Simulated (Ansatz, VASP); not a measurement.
## Two plane-wave programs on C

Contents of INCAR:

```
SYSTEM = C
ALGO = Normal
EDIFF = 1E-6
ENCUT = 520
GGA = RE
ISIF = 2
ISMEAR = -1
LASPH = .TRUE.
LCHARG = .FALSE.
LREAL = .FALSE.
LWAVE = .FALSE.
NELM = 60
PREC = Accurate
SIGMA = 0.05
```

File KPOINTS:

```
k-points
0
G
  12 12 4
  0 0 0
```

Contents of POSCAR:

```
C
1.0
    2.5221000000      0.0000000000      0.0000000000
   -1.2610500000      2.1842026709      0.0000000000
    0.0000000000      0.0000000000      8.2371000000
C
8
Direct
    0.6666666667      0.3333333333      0.8437500000
    0.3333333333      0.6666666667      0.3437500000
    0.6666666667      0.3333333333      0.6562500000
    0.3333333333      0.6666666667      0.1562500000
    0.0000000000      0.0000000000      0.9062500000
    0.0000000000      0.0000000000      0.4062500000
    0.0000000000      0.0000000000      0.5937500000
    0.0000000000      0.0000000000      0.0937500000
```

The input KPOINTS_OPT:

```
path GMKGALHA,LM,KH
10
line-mode
reciprocal
 0.0000000000  0.0000000000  0.0000000000  G
 0.5000000000  0.0000000000  0.0000000000  M

 0.5000000000  0.0000000000  0.0000000000  M
 0.3333333333  0.3333333333  0.0000000000  K

 0.3333333333  0.3333333333  0.0000000000  K
 0.0000000000  0.0000000000  0.0000000000  G

 0.0000000000  0.0000000000  0.0000000000  G
 0.0000000000  0.0000000000  0.5000000000  A

 0.0000000000  0.0000000000  0.5000000000  A
 0.5000000000  0.0000000000  0.5000000000  L

 0.5000000000  0.0000000000  0.5000000000  L
 0.3333333333  0.3333333333  0.5000000000  H

 0.3333333333  0.3333333333  0.5000000000  H
 0.0000000000  0.0000000000  0.5000000000  A

 0.5000000000  0.0000000000  0.5000000000  L
 0.5000000000  0.0000000000  0.0000000000  M

 0.3333333333  0.3333333333  0.0000000000  K
 0.3333333333  0.3333333333  0.5000000000  H
```

Contents of input.yaml:

```yaml
crystal:
  lattice:
    - [2.5221, 0.0, 0.0]
    - [-1.26105, 2.1842026709, 0.0]
    - [0.0, 0.0, 8.2371]
  atoms:
    - { symbol: C, position: [0.6666666667, 0.3333333333, 0.84375] }
    - { symbol: C, position: [0.3333333333, 0.6666666667, 0.34375] }
    - { symbol: C, position: [0.6666666667, 0.3333333333, 0.65625] }
    - { symbol: C, position: [0.3333333333, 0.6666666667, 0.15625] }
    - { symbol: C, position: [0.0, 0.0, 0.90625] }
    - { symbol: C, position: [0.0, 0.0, 0.40625] }
    - { symbol: C, position: [0.0, 0.0, 0.59375] }
    - { symbol: C, position: [0.0, 0.0, 0.09375] }
hamiltonian:
  xc: revpbe
  pseudopotentials: { kind: paw }
kpoints:
  mp_grid: { grid: [12, 12, 4] }
  band_path:
    path:
      - [[0.0, 0.0, 0.0], [0.5, 0.0, 0.0], [0.3333333333, 0.3333333333, 0.0], [0.0, 0.0, 0.0], [0.0, 0.0, 0.5], [0.5, 0.0, 0.5], [0.3333333333, 0.3333333333, 0.5], [0.0, 0.0, 0.5]]
      - [[0.5, 0.0, 0.5], [0.5, 0.0, 0.0]]
      - [[0.3333333333, 0.3333333333, 0.0], [0.3333333333, 0.3333333333, 0.5]]
    npoints: 10
scf:
  occupations: { method: fermi_dirac, width: 0.05 }
  n_extra_bands: 20
output:
  forces: true
  stress: true
  eigenvalues: true
  fatbands: false
```

This is a hexagonal form of diamond, not graphite.

Alike in both runs: task band structure; functional revPBE; k mesh 12 × 12 × 4; occupations fermi-dirac, width 0.05 eV; no spin polarisation.

```csv
,VASP,Ansatz
version,VASP 6.6.1,Ansatz 0.2.0
potentials or method,"VASP PAW PBE potentials, release 64 (C)",Ansatz PAW
plane-wave cutoff (eV),520,420
valence electrons in the cell,32,32
```

Ansatz gave:

| Property | Result |
| --- | --- |
| gap on the k mesh at the Fermi level (eV) | 4.42 |
| least direct gap on the mesh (eV) | 5.19 |
| gap along the band path (eV) | 4.42 |
| pressure (GPa) | 6.9 |
| largest component of the traceless stress (GPa) | 8.16 |
| rms of the force components (eV/Å) | 0.186 |

Q: What did VASP give for the same quantities?

A: gap on the k mesh at the Fermi level (eV): 4.41; least direct gap on the mesh (eV): 5.18; gap along the band path (eV): 4.41; pressure (GPa): 7.5; largest component of the traceless stress (GPa): 8.17; rms of the force components (eV/Å): 0.187.

Atom by atom the forces differ by 0.001 eV/Å (rms over components). The functional is the same, so the differences come from potentials, cutoffs and numerics.

Caveats: the PAW data sets were made with another functional, which shifts forces and pressure a little (VASP); the pressure holds a Pulay correction of +0.9 GPa for the finite cutoff (Ansatz); the PAW data sets come from PBE, with cores solved anew for the run's functional, which leaves a small shift of forces and pressure (Ansatz). Expect the measured gap to be larger: semilocal functionals such as revPBE lack the derivative discontinuity.
